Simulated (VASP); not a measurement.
# ZnS (Fm-3m) in VASP: further runs

The runs below take ZnS through single point, with PBEsol.

Everything below comes from runs of VASP 6.6.1. Logs are shortened: lines on timing, memory, paths and dates and some standing lists are left out, and cuts for length are marked.

### Step 1. The crystal as given

The structure is cubic, space group Fm-3m (No. 225). The conventional cell has a = 5.159 Å, b = 5.159 Å, c = 5.159 Å, α = 90.00°, β = 90.00°, γ = 90.00°. Zn (site symmetry m-3m) has 6 S at 2.58 Å as nearest neighbours. S (site symmetry m-3m) has 6 Zn at 2.58 Å as nearest neighbours.

The cell was built by a generator and needn't be a form met in nature.

### Step 2. Single point, PBEsol

Input file INCAR:

```
PREC = Accurate
ENCUT = 520
EDIFF = 1E-7
ISMEAR = 0
SIGMA = 0.05
LREAL = F
LASPH = T
NELM = 100
ALGO = Normal
ISIF = 2
LWAVE = F
LCHARG = F
GGA = PS
NBANDS = 16
```

Input file KPOINTS:

```
regular mesh
0
Gamma
  14 14 14
```

Input file POSCAR:

```
ZnS
1.0
    0.0000000000      2.5796204407      2.5796204407
    2.5796204407      0.0000000000      2.5796204407
    2.5796204407      2.5796204407      0.0000000000
Zn S
1 1
Direct
    0.0000000000      0.0000000000      0.0000000000
    0.5000000000      0.5000000000      0.5000000000
```

Potentials or basis: VASP PAW PBE potentials, release 64 (Zn, S).

Run with:

```console
> cat potpaw_PBE.64/Zn/POTCAR potpaw_PBE.64/S/POTCAR > POTCAR
> mpirun -np 1 vasp_std > vasp.out
```

OUTCAR:

```text
PREC = Accurate
   ENCUT = 520
   EDIFF = 1E-7
   ISMEAR = 0
   LREAL = F
   LASPH = T
   NELM = 100
   ISIF = 2
   GGA = PS

 ion  position               nearest neighbor table
   1  0.000  0.000  0.000-   2 2.58   2 2.58   2 2.58   2 2.58   2 2.58   2 2.58
   2  0.500  0.500  0.500-   1 2.58   1 2.58   1 2.58   1 2.58   1 2.58   1 2.58

  LATTYP: Found a face centered cubic cell.
 ALAT       =     5.1592408814

  Lattice vectors:

 A1 = (   0.0000000000,   2.5796204407,   2.5796204407)
 A2 = (   2.5796204407,   0.0000000000,   2.5796204407)
 A3 = (   2.5796204407,   2.5796204407,   0.0000000000)

Analysis of symmetry for initial positions (statically):
=====================================================================
 Subroutine PRICEL returns:
 Original cell was already a primitive cell.

 Routine SETGRP: Setting up the symmetry group for a
 face centered cubic supercell.

 Subroutine GETGRP returns: Found 48 space group operations
 (whereof 48 operations were pure point group operations)
 out of a pool of 48 trial point group operations.

The static configuration has the point symmetry O_h .

Analysis of symmetry for dynamics (positions and initial velocities):
=====================================================================
 Subroutine PRICEL returns:
 Original cell was already a primitive cell.

 Routine SETGRP: Setting up the symmetry group for a
 face centered cubic supercell.

 Subroutine GETGRP returns: Found 48 space group operations
 (whereof 48 operations were pure point group operations)
 out of a pool of 48 trial point group operations.

The dynamic configuration has the point symmetry O_h .

 Subroutine INISYM returns: Found 48 space group operations
 (whereof 48 operations are pure point group operations),
 and found     1 'primitive' translations

----------------------------------------------------------------------------------------

                                     Primitive cell

  volume of cell :      34.3319

  direct lattice vectors                    reciprocal lattice vectors
     0.000000000  2.579620441  2.579620441    -0.193826965  0.193826965  0.193826965
     2.579620441  0.000000000  2.579620441     0.193826965 -0.193826965  0.193826965
     2.579620441  2.579620441  0.000000000     0.193826965  0.193826965 -0.193826965

  length of vectors
[... 81 lines left out ...]
   NELM   =    100;   NELMIN=  2; NELMDL= -5     # of ELM steps
   EDIFF  = 0.1E-06   stopping-criterion for ELM
   LREAL  =      F    real-space projection
   EDIFFG = 0.1E-05   stopping-criterion for IOM
   NSW    =      0    number of steps for IOM
   IBRION =     -1    ionic relax: 0-MD 1-quasi-New 2-CG
   NFREE  =      0    steps in history (QN), initial steepest desc. (CG)
   ISIF   =      2    stress and relaxation
   ISYM   =      2    0-nonsym 1-usesym 2-fastsym
   POTIM  = 0.5000    time-step for ionic-motion
   TEBEG  =    0.0;   TEEND  =   0.0 temperature during run
   PSTRESS=    0.0 pullay stress
   NELECT =      18.0000    total number of electrons
   NUPDOWN=      -1.0000    fix difference up-down
   EMIN   =  10.00;   EMAX   =-10.00  energy-range for DOS
   EFERMI =   0.00;   METHOD = LEGACY
   ISMEAR =     0;   SIGMA  =   0.05  broadening in eV -4-tet -1-fermi 0-gaus
   EFERMI_NEDOS =   21; number of points for ismear=-14 and -15
   IALGO  =     38    algorithm
   IMIX   =      4    mixing-type and parameters
     AMIX     =   0.40;   BMIX     =  1.00
     AMIX_MAG =   1.60;   BMIX_MAG =  1.00
  volume/ion in A,a.u.               =      17.17       115.84
  Fermi-wavevector in a.u.,A,eV,Ry     =   1.320079  2.494587 23.709622  1.742608
  Thomas-Fermi vector in A             =   2.449931
   LORBIT       =      0    0 simple, 1 ext, 2 COOP (PROOUT), +10 PAW based schemes
   GGA     = PS    functional components
   LHFCALC =     F    Hartree Fock is set to
   AEXX    =    0.0000 exact exchange contribution
   IVDW    =     0    specifies the selected vdW correction
   LEPSILON=     F    determine dielectric tensor
   LRPA    =     F    only Hartree local field effects (RPA)
 non-spin polarized calculation
 Gauss-broadening in eV      SIGMA  =   0.05
  energy-cutoff  :      520.00
  volume of cell :       34.33
 maximum number of plane-waves:       944
   NGX = 13   NGY = 13   NGZ = 13

 number of electron      17.9999990 magnetization

 Free energy of the ion-electron system (eV)
  ---------------------------------------------------
  ext. energy  EPLUGINS =         0.00000000
  ---------------------------------------------------
  free energy    TOTEN  =        -6.98816591 eV

  energy without entropy =       -6.98744501  energy(sigma->0) =       -6.98780546

 E-fermi :   3.3847     XC(G=0): -10.8087

 val. band max:        3.3821871100   @ k =  -0.2143   0.1429   0.0000
 cond. band min:       3.4024112642   @ k =   0.5000   0.4286   0.0000
 fundamental gap:      0.0202241542
 Fermi energy:         3.3846701100

 k-point     1 :       0.0000    0.0000    0.0000
  band No.  band energies     occupation
      1     -10.1546      2.00000
      2      -2.8262      2.00000
      3      -2.8262      2.00000
      4      -2.8136      2.00000
      5      -2.8136      2.00000
      6      -2.8136      2.00000
[... 433 lines left out ...]
      3      -2.8889      2.00000
      4      -2.8887      2.00000
      5      -2.7541      2.00000
      6      -2.7201      2.00000
[... 8 lines left out ...]
     15      15.8189      0.00000
     16      16.2721      0.00000

 [... further k-points ...]

------------------------ aborting loop because EDIFF is reached ----------------------------------------

  FORCE on cell =-STRESS in cart. coord.  units (eV):
  Direction    XX          YY          ZZ          XY          YZ          ZX
  --------------------------------------------------------------------------------------
  -------------------------------------------------------------------------------------
  Total       -1.4238049     -1.4238049     -1.4238049      0.0000000     -0.0000000     -0.0000000
  in kB      -66.4452054    -66.4452054    -66.4452054      0.0000000     -0.0000000     -0.0000000
  external PRESSURE =     -66.4452054 kB  Pullay stress =       0.0000000 kB

 VOLUME and BASIS-vectors are now :
 -----------------------------------------------------------------------------
  energy-cutoff  :      520.00
  volume of cell :       34.33
      direct lattice vectors                 reciprocal lattice vectors
     0.000000000  2.579620441  2.579620441    -0.193826965  0.193826965  0.193826965
     2.579620441  0.000000000  2.579620441     0.193826965 -0.193826965  0.193826965
     2.579620441  2.579620441  0.000000000     0.193826965  0.193826965 -0.193826965

 POSITION                                       TOTAL-FORCE (eV/Angst)
 -----------------------------------------------------------------------------------
      0.00000      0.00000      0.00000        -0.000000      0.000000     -0.000000
      2.57962      2.57962      2.57962         0.000000     -0.000000      0.000000
 -----------------------------------------------------------------------------------
    total drift:                               -0.000000      0.000000      0.000000

  FREE ENERGIE OF THE ION-ELECTRON SYSTEM (eV)
  ---------------------------------------------------
  free  energy   TOTEN  =        -6.9881659067 eV

  energy  without entropy=       -6.9874450130  energy(sigma->0) =       -6.98780546
```

OSZICAR:

```text
N       E                     dE             d eps       ncg     rms          rms(c)
DAV:   1     0.849226998736E+02    0.84923E+02   -0.90099E+03  3360   0.142E+03
DAV:   2    -0.221186273530E+01   -0.87135E+02   -0.81234E+02  3808   0.262E+02
DAV:   3    -0.739294111454E+01   -0.51811E+01   -0.51413E+01  4128   0.612E+01
DAV:   4    -0.744062906255E+01   -0.47688E-01   -0.47677E-01  4112   0.597E+00
DAV:   5    -0.744110831612E+01   -0.47925E-03   -0.47924E-03  4160   0.599E-01    0.627E+00
DAV:   6    -0.701816389210E+01    0.42294E+00   -0.82172E-01  4696   0.298E+01    0.495E+00
DAV:   7    -0.699309932291E+01    0.25065E-01   -0.15865E-01  4032   0.406E+00    0.239E+00
DAV:   8    -0.698850396443E+01    0.45954E-02   -0.42465E-03  4592   0.870E-01    0.527E-01
DAV:   9    -0.698814414238E+01    0.35982E-03   -0.10908E-03  4656   0.302E-01    0.747E-02
DAV:  10    -0.698816681033E+01   -0.22668E-04   -0.62862E-05  4048   0.672E-02    0.167E-02
DAV:  11    -0.698816614649E+01    0.66385E-06   -0.15058E-06  5496   0.212E-02    0.219E-03
DAV:  12    -0.698816597193E+01    0.17455E-06   -0.39563E-07  3800   0.674E-03    0.101E-03
DAV:  13    -0.698816590668E+01    0.65253E-07   -0.26921E-08  2144   0.322E-03
   1 F= -.69881659E+01 E0= -.69878055E+01  d E =-.720894E-03
```

Wall time 44 s (1 thread of Intel Xeon Platinum 8375C at 2.90GHz (Ice Lake), shared host); peak memory 0.19 GiB.

Results:

| Property | Result |
| --- | --- |
| Free energy | -6.9882 eV |
| Pressure | -6.6 GPa |
| Band gap on the k mesh | none (metal or under the smearing width) |

Caveat: the PAW data sets were made with another functional, which shifts forces and pressure a little.

### Step 3. Single point, PBEsol

This run uses another cell than the first one, of 15.87 Å³/atom, 0.925 times its volume.

Input file INCAR:

```
ALGO = Normal
EDIFF = 1E-6
ENCUT = 520
GGA = PS
ISIF = 2
ISMEAR = 0
LASPH = True
LCHARG = True
LELF = True
LREAL = False
LVHAR = True
LWAVE = False
NBANDS = 16
NELM = 100
PREC = Accurate
SIGMA = 0.05
```

Input file KPOINTS:

```
k-points
0
Gamma
  14 14 14
```

Input file POSCAR:

```
ZnS
1.0
    0.0000000000      2.5130196226      2.5130196226
    2.5130196226      0.0000000000      2.5130196226
    2.5130196226      2.5130196226      0.0000000000
Zn S
1 1
Direct
    0.0000000000      0.0000000000      0.0000000000
    0.5000000000      0.5000000000      0.5000000000
```

Potentials or basis: VASP PAW PBE potentials, release 64 (Zn, S).

Run with:

```console
> cat potpaw_PBE.64/Zn/POTCAR potpaw_PBE.64/S/POTCAR > POTCAR
> mpirun -np 1 vasp_std > vasp.out
```

OUTCAR:

```text
EDIFF = 1E-6
   ENCUT = 520
   GGA = PS
   ISIF = 2
   ISMEAR = 0
   LASPH = True
   LREAL = False
   NELM = 100
   PREC = Accurate

 ion  position               nearest neighbor table
   1  0.000  0.000  0.000-   2 2.51   2 2.51   2 2.51   2 2.51   2 2.51   2 2.51
   2  0.500  0.500  0.500-   1 2.51   1 2.51   1 2.51   1 2.51   1 2.51   1 2.51

  LATTYP: Found a face centered cubic cell.
 ALAT       =     5.0260392452

  Lattice vectors:

 A1 = (   0.0000000000,   2.5130196226,   2.5130196226)
[... 643 lines left out ...]
------------------------ aborting loop because EDIFF is reached ----------------------------------------

  FORCE on cell =-STRESS in cart. coord.  units (eV):
  Direction    XX          YY          ZZ          XY          YZ          ZX
  --------------------------------------------------------------------------------------
  -------------------------------------------------------------------------------------
  Total       -0.0451893     -0.0451893     -0.0451893     -0.0000000      0.0000000     -0.0000000
  in kB       -2.2810184     -2.2810184     -2.2810184     -0.0000000      0.0000000     -0.0000000
  external PRESSURE =      -2.2810184 kB  Pullay stress =       0.0000000 kB

 VOLUME and BASIS-vectors are now :
 -----------------------------------------------------------------------------
  energy-cutoff  :      520.00
  volume of cell :       31.74
      direct lattice vectors                 reciprocal lattice vectors
     0.000000000  2.513019623  2.513019623    -0.198963826  0.198963826  0.198963826
     2.513019623  0.000000000  2.513019623     0.198963826 -0.198963826  0.198963826
     2.513019623  2.513019623  0.000000000     0.198963826  0.198963826 -0.198963826

 POSITION                                       TOTAL-FORCE (eV/Angst)
 -----------------------------------------------------------------------------------
      0.00000      0.00000      0.00000        -0.000000      0.000000      0.000000
      2.51302      2.51302      2.51302         0.000000      0.000000     -0.000000
 -----------------------------------------------------------------------------------
    total drift:                               -0.000000      0.000000      0.000000

  FREE ENERGIE OF THE ION-ELECTRON SYSTEM (eV)
  ---------------------------------------------------
  free  energy   TOTEN  =        -7.0468607900 eV

  energy  without entropy=       -7.0461175854  energy(sigma->0) =       -7.04648919
```

stdout:

```text
POSCAR found type information on POSCAR ZnS
 POSCAR found :  2 types and       2 ions
 scaLAPACK will be used
 -----------------------------------------------------------------------------
|                                                                             |
|                                                                             |
|     You enforced a specific xc type in the INCAR file but a different       |
|     I HOPE YOU KNOW WHAT YOU ARE DOING!                                     |
|                                                                             |
 -----------------------------------------------------------------------------

 LDA part: xc-table for (Slater+PW92), standard interpolation
 POSCAR, INCAR and KPOINTS ok, starting setup
 FFT: planning ... GRIDC
 FFT: planning ... GRID_SOFT
 FFT: planning ... GRID
 WAVECAR not read
 entering main loop
```

Run time: 40 s. Hardware: 1 thread of Intel Xeon Platinum 8375C at 2.90GHz (Ice Lake), shared host; peak memory 0.19 GiB.

What came out:

| Property | Result |
| --- | --- |
| Free energy | -7.0469 eV |
| Pressure | -0.2 GPa |
| Band gap on the k mesh | none (metal or under the smearing width) |

Levels at points of the mesh, in eV from the Fermi level:
| k point | band 7 | band 8 | band 9 | band 10 | band 11 | band 12 |
| --- | --- | --- | --- | --- | --- | --- |
| (0.00, 0.00, 0.00) | -0.65 | -0.65 | -0.65 | 2.00 | 8.96 | 8.96 |
| (0.50, 0.00, 0.00) | -5.49 | -0.10 | -0.10 | 3.71 | 5.44 | 5.44 |
| (0.50, 0.50, 0.00) | -5.58 | -2.71 | -2.71 | -0.40 | 5.19 | 12.04 |

Caveat: the PAW data sets were made with another functional, which shifts forces and pressure a little.
